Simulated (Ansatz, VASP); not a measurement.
**TiB2 in VASP and in Ansatz**

Contents of INCAR:

```
ALGO     = Normal         # electronic algorithm
EDIFF    = 1E-6           # SCF threshold, eV
ENCUT    = 520            # plane-wave cutoff, eV
GGA      = CA             # functional
ISIF     = 2              # what is computed and relaxed
ISMEAR   = -1             # smearing method
LASPH    = True           # aspherical terms in the spheres
LCHARG   = False          # write CHGCAR
LREAL    = False          # projectors in reciprocal space
LWAVE    = False          # write WAVECAR
NBANDS   = 16             # bands
NELM     = 100            # most SCF steps
PREC     = Accurate       # precision mode
SIGMA    = 0.1            # smearing width, eV
```

File KPOINTS:

```
k-points
0
Gamma
  11 11 9
```

POSCAR

```
TiB2
1.0
    2.5929954203      0.0000000000      0.0000000000
   -1.2964977101      2.2455999059      0.0000000000
    0.0000000000      0.0000000000      2.6117705725
Ti B
1 2
Direct
    0.0000000000      0.0000000000      0.0000000000
    0.3333333333      0.6666666667      0.5000000000
    0.6666666667      0.3333333333      0.5000000000
```

Input for Ansatz:

```yaml
crystal:
  lattice:
    - [2.5929954203, 0.0, 0.0]
    - [-1.2964977101, 2.2455999059, 0.0]
    - [0.0, 0.0, 2.6117705725]
  atoms:
    - { symbol: Ti, position: [0.0, 0.0, 0.0] }
    - { symbol: B, position: [0.3333333333, 0.6666666667, 0.5] }
    - { symbol: B, position: [0.6666666667, 0.3333333333, 0.5] }
kpoints:
  mp_grid: { grid: [11, 11, 9] }
  band_path:
    path:
      - [0.0, 0.0, 0.0]
      - [0.5, 0.0, 0.0]
      - [0.3333333333, 0.3333333333, 0.0]
      - [0.0, 0.0, 0.0]
      - [0.0, 0.0, 0.5]
      - [0.5, 0.0, 0.5]
      - [0.3333333333, 0.3333333333, 0.5]
      - [0.0, 0.0, 0.5]
      - [0.5, 0.0, 0.5]
    npoints: 8
scf:
  occupations: { method: fermi_dirac, width: 0.1 }
hamiltonian:
  xc: lda
  pseudopotentials: { kind: all_electron, lapw: { basis_error: 0.001 } }
output:
  forces: true
  stress: true
  eigenvalues: true
  populations: true
  dos: { projected: true, de: 0.2, e_range: [-14, 8] }
```

Change from the starting cell: volume scaled by 0.62, LAPW.

Alike in both runs: task single point; functional LDA; k mesh 11 × 11 × 9; occupations fermi-dirac, width 0.1 eV; no spin polarisation.

|  | VASP | Ansatz |
| --- | --- | --- |
| version | VASP 6.6.1 | Ansatz 0.2.0 |
| potentials or method | VASP PAW LDA potentials, release 64 (Ti_sv, B) | all-electron LAPW, scalar-relativistic |
| plane-wave cutoff (eV) | 520 | see its input |

```tsv
	VASP	Ansatz	Ansatz less VASP
pressure (GPa)	330.2	330.7	+0.48
largest component of the traceless stress (GPa)	0.67	0.20	-0.468
```

Ansatz ran all-electron here, so the differences hold the error of VASP's frozen core and of both bases.

Caveats: the cell as given lies far from equilibrium; so large a pressure means that the cell lies far from this level's equilibrium, or that cutoff or potentials fall short (VASP).
